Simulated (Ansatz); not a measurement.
## NaBr (rock salt): scan of one atom of the cell

Starting cell, NaBr (rock salt):

```
NaBr
1.0
    0.00000     6.03598     6.03598
    3.01799     0.00000     3.01799
    3.01799     3.01799     0.00000
Br Na
2 2
Direct
  0.00000   0.00000   0.00000
  0.50000   0.00000   0.00000
  0.25000   0.50000   0.50000
  0.75000   0.50000   0.50000
```

In each cell atom 4 (Na, nearest neighbour Br at 3.018 Å; its periodic images, 4.3 Å or more away, move with it) moves by s·(0.000, 0.000, 1.000) (along Cartesian z), the rest being held.

Calculation: PBE (plane waves to 420 eV, PAW, scalar-relativistic; Ansatz, an electronic-structure program). k mesh 4×8×8 (Γ-centred), Fermi-Dirac smearing 0.05 eV. Energies are smeared free energies. Compression counts positive. F∥ is the force on the atom along that direction. F⊥ is the part of the force across the line. NaBr was relaxed with its symmetry unable to fall. The zero of ΔE is the undisplaced structure.

```json
[
 {"s (Å)": "-0.300", "ΔE (meV/cell)": "69.6", "F∥ (eV/Å)": "0.523", "P (GPa)": "0.34", "|F⊥| (eV/Å)": "0.131"},
 {"s (Å)": "-0.240", "ΔE (meV/cell)": "42.5", "F∥ (eV/Å)": "0.384", "P (GPa)": "0.21", "|F⊥| (eV/Å)": "0.105"},
 {"s (Å)": "-0.180", "ΔE (meV/cell)": "23.1", "F∥ (eV/Å)": "0.268", "P (GPa)": "0.11", "|F⊥| (eV/Å)": "0.079"},
 {"s (Å)": "-0.120", "ΔE (meV/cell)": "10.0", "F∥ (eV/Å)": "0.170", "P (GPa)": "0.05", "|F⊥| (eV/Å)": "0.053"},
 {"s (Å)": "-0.060", "ΔE (meV/cell)": "2.5", "F∥ (eV/Å)": "0.082", "P (GPa)": "0.01", "|F⊥| (eV/Å)": "0.026"},
 {"s (Å)": "0.000", "ΔE (meV/cell)": "0.0", "F∥ (eV/Å)": "0.000", "P (GPa)": "0.00", "|F⊥| (eV/Å)": "0.000"},
 {"s (Å)": "0.060", "ΔE (meV/cell)": "2.5", "F∥ (eV/Å)": "-0.082", "P (GPa)": "0.01", "|F⊥| (eV/Å)": "0.026"},
 {"s (Å)": "0.120", "ΔE (meV/cell)": "10.0", "F∥ (eV/Å)": "-0.170", "P (GPa)": "0.05", "|F⊥| (eV/Å)": "0.053"},
 {"s (Å)": "0.180", "ΔE (meV/cell)": "23.1", "F∥ (eV/Å)": "-0.268", "P (GPa)": "0.11", "|F⊥| (eV/Å)": "0.079"},
 {"s (Å)": "0.240", "ΔE (meV/cell)": "42.5", "F∥ (eV/Å)": "-0.384", "P (GPa)": "0.21", "|F⊥| (eV/Å)": "0.105"},
 {"s (Å)": "0.300", "ΔE (meV/cell)": "69.6", "F∥ (eV/Å)": "-0.523", "P (GPa)": "0.34", "|F⊥| (eV/Å)": "0.131"}
]
```

Read from the data:

Energy at s = 0.300 Å: 69.6 meV/cell
Force along the line at s = -0.300 Å: 0.523 eV/Å
Symmetry of the curve: even: the same for both signs
Shape of the curve: a single well with its minimum at or next to zero displacement
Force constant k = d²E/ds² at s = 0 (finite differences): 1.36 eV/Å²
Harmonic estimate at the end of the scan: ½ks² = 61.0 meV/cell against the computed 69.6 meV/cell, so the well is stiffer than harmonic there

(A displaced cell: forces are minus the slopes of the energy, force constants its curvatures, and phonons follow from these.)
